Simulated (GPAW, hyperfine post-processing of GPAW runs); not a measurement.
# From spin density to shift: 25Mg in MgV2O4

A spin-polarised calculation (DFT, revPBE+U, plane-wave PAW, GPAW setups, collinear spin, scalar-relativistic; GPAW) with all V moments parallel (S = 1 each) puts a spin density ρ↑ − ρ↓ of 0.0568 e/Å³, counted along the moments, at one Mg nucleus (13 V through links of 74 to 78° (3), 90 to 92° (6), 130 to 137° (6) and 174° (3)). Take g = 2, spin-only moments and Θ = 0 K (a pure Curie law); γ/2π of 25Mg is -2.6083 MHz/T.

**Task.** Find the contact field, the hyperfine constant and the contact shift at 320 K and 380 K, supposing that the crystal is a paramagnet with these local moments at both.

1. A spin density ρ_s carries a moment density μB ρ_s, and the contact field is B_c = (2μ₀/3) μB ρ_s. For 1 e/Å³ that is 7.769 T, so B_c = 0.4413 T.

2. With H = A S·I summed over the ions, A = γB_c/(2πS) = -2.6083 × 0.4413 / 1 = -1.15 MHz.

3. In a field B0 the paramagnet reaches only a fraction of saturation, M/M_sat = g μB (S + 1) B0 / [3 k_B (T − Θ)]. At 320 K this is 2.7988e-03 per tesla, or 1.97 % at 7.05 T.

4. The shift is that fraction of B_c over B0, so B0 drops out: δ = 0.4413 × 2.7988e-03 × 10⁶ = 1240 ppm at 320 K.

5. At 380 K it scales by (320 − Θ)/(380 − Θ) = 0.842, to 1040 ppm.

6. The sign says that the spin at the nucleus is parallel to the V moments, as where half-filled orbitals delocalise onto the site. Over this level and the 2 others of the session's ladder with the same moment and an open gap (any hybrids aside), the field runs from 0.441 to 0.594 T. Orbital and pseudocontact parts are not included.

[Hosts, paths, dates, database ids (printed as entryN), source tags and the programs' standing remarks are cut or masked in the printed files.]
